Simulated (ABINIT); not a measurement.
Runs of ABINIT 10.8.3 (patched build) on Ge. The structure is cubic, space group Fd-3m (No. 227). The conventional cell has a = 5.658 Å, b = 5.658 Å, c = 5.658 Å, α = 90.00°, β = 90.00°, γ = 90.00°. Ge (site symmetry -43m) has 4 Ge at 2.45 Å as nearest neighbours. 

```tsv
task	level	potentials or basis	cell	cutoff (eV)	fine-grid cutoff	gap on the mesh (eV)	pressure (GPa)
band structure	r2SCAN	JTH PAW PBE v2.0	as given	707	1306.15 eV	0.40	0.9
band structure	r2SCAN	Ansatz PAW PBE default generated set, frozen core	as given	490	979.61 eV	(b)	0.5
band structure	r2SCAN	PseudoDojo NC SR PBE v0.4.1 standard	as given	1306	-	0.09	(a)
single point	PBEsol	PseudoDojo NC SR PBEsol v0.4.1 standard	atoms moved at random, drawn with an rms of 0.05 Å	1061	-	none	0.8
band structure	r2SCAN	SG15 NC PBE v1.2	as given	707	-	none	-1.9
```

Alike in all rows: no spin polarisation; k mesh 8 × 8 × 8; smearing fermi-dirac 0.05 eV.

Fill in the values left out.

(a) -0.3; (b) 0.44.

Caveats: the PAW data sets were made with another functional, which shifts forces and pressure a little (some runs); the potentials were made for another functional, which shifts forces and pressure (some runs); the atomic spheres overlap (some runs); a meta-GGA on potentials with a model core is unreliable (some runs).

A k mesh can miss the band edges, and the runs leave out spin-orbit coupling on Ge.

A gap of «none» marks a metal or a gap under the smearing width.
